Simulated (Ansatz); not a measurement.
Molecular dynamics on a 1×2×2 supercell (20 atoms) of BaTiO3 (R3m), relaxed with r2SCAN. Forces come from PBE in the plane-wave code Ansatz: Langevin thermostat and barostat (NPT), 1700 K, steps of 1.5 fs. Computed, non-magnetic; the trajectory is short and the cell small, so nothing here is a converged average.

```yaml
crystal:
  lattice:
    - [2.8399983119, 1.6396737899, 2.3313532713]
    - [-5.6799966239, 3.2793475798, 4.6627065427]
    - [0.0, -6.5586951596, 4.6627065427]
  atoms:
    - { symbol: Ba, position: [-0.0032057836, -0.0016028918, -0.0016028918] }
    - { symbol: Ti, position: [0.4833346622, 0.2416673311, 0.2416673311] }
    - { symbol: O, position: [0.5098255459, 0.254912773, 0.0097100148] }
    - { symbol: O, position: [0.0194200296, 0.254912773, 0.254912773] }
    - { symbol: O, position: [0.5098255459, 0.0097100148, 0.254912773] }
    - { symbol: Ba, position: [-0.0032057836, -0.0016028918, 0.4983971082] }
    - { symbol: Ti, position: [0.4833346622, 0.2416673311, 0.7416673311] }
    - { symbol: O, position: [0.5098255459, 0.254912773, 0.5097100148] }
    - { symbol: O, position: [0.0194200296, 0.254912773, 0.754912773] }
    - { symbol: O, position: [0.5098255459, 0.0097100148, 0.754912773] }
    - { symbol: Ba, position: [-0.0032057836, 0.4983971082, -0.0016028918] }
    - { symbol: Ti, position: [0.4833346622, 0.7416673311, 0.2416673311] }
    - { symbol: O, position: [0.5098255459, 0.754912773, 0.0097100148] }
    - { symbol: O, position: [0.0194200296, 0.754912773, 0.254912773] }
    - { symbol: O, position: [0.5098255459, 0.5097100148, 0.254912773] }
    - { symbol: Ba, position: [-0.0032057836, 0.4983971082, 0.4983971082] }
    - { symbol: Ti, position: [0.4833346622, 0.7416673311, 0.7416673311] }
    - { symbol: O, position: [0.5098255459, 0.754912773, 0.5097100148] }
    - { symbol: O, position: [0.0194200296, 0.754912773, 0.754912773] }
    - { symbol: O, position: [0.5098255459, 0.5097100148, 0.754912773] }
kpoints:
  mp_grid: { grid: [4, 2, 2] }
hamiltonian:
  xc: pbe
scf:
  occupations: { method: fermi_dirac, width: 0.146 }
md:
  ensemble: npt_langevin
  temperature: 1700
  timestep: 1.5
  n_steps: 30
  initial_velocities: maxwell_boltzmann
  seed: 9254
```

Run as `ansatz run input.yaml --threads 4 --pin off --max-ram 5529MiB --backend cpu --events-out ev --progress --plain --runs-dir out`. It took 3.4 min on 4 threads of Arm Neoverse V1 (shared host); peak host memory 1.1 GiB.

```tsv
step	t (fs)	T (K)	free energy F from step 0 (meV/atom)	kinetic energy (meV/atom)	pressure (GPa)	volume (Å³/atom)	largest force (eV/Å)
0	0	1615	0.0	208.8	4.88	13.03	0.09
1	1.5	1650	2.8	213.3	5.35	13.03	0.75
2	3	1554	10.5	200.8	5.79	13.03	1.48
3	4.5	1462	22.4	189.0	6.30	13.03	2.19
4	6	1342	37.7	173.5	6.81	13.03	2.86
5	7.5	1211	54.9	156.6	7.28	13.04	3.53
6	9	1062	71.7	137.3	7.67	13.05	4.11
7	10.5	840	85.3	108.5	7.78	13.06	4.32
8	12	805	93.9	104.0	7.77	13.08	4.18
9	13.5	780	97.6	100.8	7.48	13.10	3.82
10	15	763	96.4	98.6	6.91	13.12	3.32
11	16.5	780	93.0	100.8	6.26	13.14	2.81
12	18	841	89.5	108.7	5.72	13.16	2.45
13	19.5	944	86.5	122.0	5.23	13.18	2.30
14	21	934	85.0	120.7	4.62	13.20	2.19
15	22.5	885	86.2	114.5	4.06	13.22	2.33
16	24	953	89.4	123.1	3.65	13.25	2.52
17	25.5	822	94.1	106.3	3.10	13.27	2.69
18	27	810	99.8	104.7	2.79	13.28	2.80
19	28.5	811	106.3	104.8	2.56	13.30	2.85
20	30	782	112.8	101.1	2.30	13.32	2.87
21	31.5	782	119.0	101.1	2.12	13.34	2.85
22	33	767	125.0	99.1	1.99	13.35	2.81
23	34.5	810	129.6	104.7	1.94	13.36	2.77
24	36	845	131.9	109.3	1.90	13.38	2.85
25	37.5	835	132.3	107.9	1.74	13.39	2.73
26	39	871	131.6	112.6	1.59	13.41	2.46
27	40.5	901	130.8	116.5	1.46	13.43	2.28
28	42	961	130.2	124.2	1.39	13.45	2.33
29	43.5	888	129.6	114.7	1.17	13.47	2.38
30	45	850	128.7	109.8	0.98	13.49	2.41
```

The temperature starts at 1615 K, is lowest at step 10 (763 K, 15 fs) and ends at 850 K. The thermostat hasn't had time to restore it. The atoms start on their lattice sites with kinetic energy alone, so much of it first passes into potential energy.

Positions (Å) and forces (eV/Å) at step 30:
```
cell (Å): 2.873 1.659 2.359; -5.746 3.318 4.717; 0.000 -6.635 4.717
Ba   0.105   0.102  -0.226    -1.620  -0.317   1.522
Ti   0.084   0.126   3.605    -1.580   1.458  -1.061
O    0.252   1.615   2.369    -0.385  -0.653   0.603
O   -1.328  -0.674   2.572     0.307  -1.121  -1.376
O    1.690  -0.950   2.459    -1.921   0.497   0.446
Ba   0.073  -3.287   2.324    -0.695  -0.228   0.567
Ti  -0.126  -3.263   5.777    -0.177  -0.276   0.821
O   -0.284  -1.559   4.860     2.016  -1.312  -0.066
O   -1.536  -4.136   4.975     1.044   0.609  -0.459
O    1.462  -3.885   4.845    -1.283  -0.500  -0.906
Ba  -2.984   1.637   2.430     0.530   0.125  -0.731
Ti  -3.017   1.611   6.006     1.523  -0.032  -0.993
O   -3.025   3.244   4.608     0.037  -0.285   0.818
O   -4.425   0.636   4.786     1.035   0.702  -0.239
O   -1.205   0.856   4.693    -0.824   0.720   0.297
Ba  -2.816  -1.591   4.552    -0.612  -0.406   1.031
Ti  -2.997  -1.691   8.145     2.372  -0.109  -0.322
O   -2.946  -0.170   7.017    -0.386   0.820  -0.536
O   -4.632  -2.499   7.054     1.726   0.430   0.295
O   -1.456  -2.456   7.194    -1.107  -0.121   0.291
```
